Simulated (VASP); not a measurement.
A run of VASP 6.6.1 is set up as follows.

Contents of INCAR:

```
SYSTEM = MgS
PREC = Accurate ; ENCUT = 520
EDIFF = 1E-7 ; ISMEAR = 0
SIGMA = 0.1 ; LREAL = .False.
LASPH = .True. ; NELM = 100
ALGO = Normal ; ISIF = 2
LWAVE = .False. ; LCHARG = .True.
LELF = .True. ; LVHAR = .True.
NBANDS = 16
```

File KPOINTS:

```
Automatic mesh
0
Gamma
  4 4 6
  0 0 0
```

Contents of POSCAR:

```
MgS
1.0
    4.1516110704      0.0000000000      0.0000000000
    0.0000000000      5.8712647485      0.0000000000
    0.0000000000      0.0000000000      3.8052696148
Mg S
2 2
Direct
    0.0000000000      0.0000000000      0.0000000000
    0.5000000000      0.5000000000      0.4999970000
    0.5000000000      0.2500000000      0.0000000000
    0.0000000000      0.7500000000      0.4999970000
```

Potentials or basis: VASP PAW LDA potentials, release 64 (Mg, S).

Launch:

```bash
$ cat potpaw_LDA.64/Mg/POTCAR potpaw_LDA.64/S/POTCAR > POTCAR
$ mpirun -np 1 vasp_std > vasp.out
```

Task: What does it give for the pressure?

Result: -3.1 GPa.

Task: What does it give for the band gap on the k mesh?

Result: 2.79 eV.

Task: What does it give for the largest force?

Result: 0.425 eV/Å.

Stress tensor (GPa, compression positive):
```
-6.75  0.00  0.00
 0.00 -3.96  0.00
 0.00  0.00  1.36
```
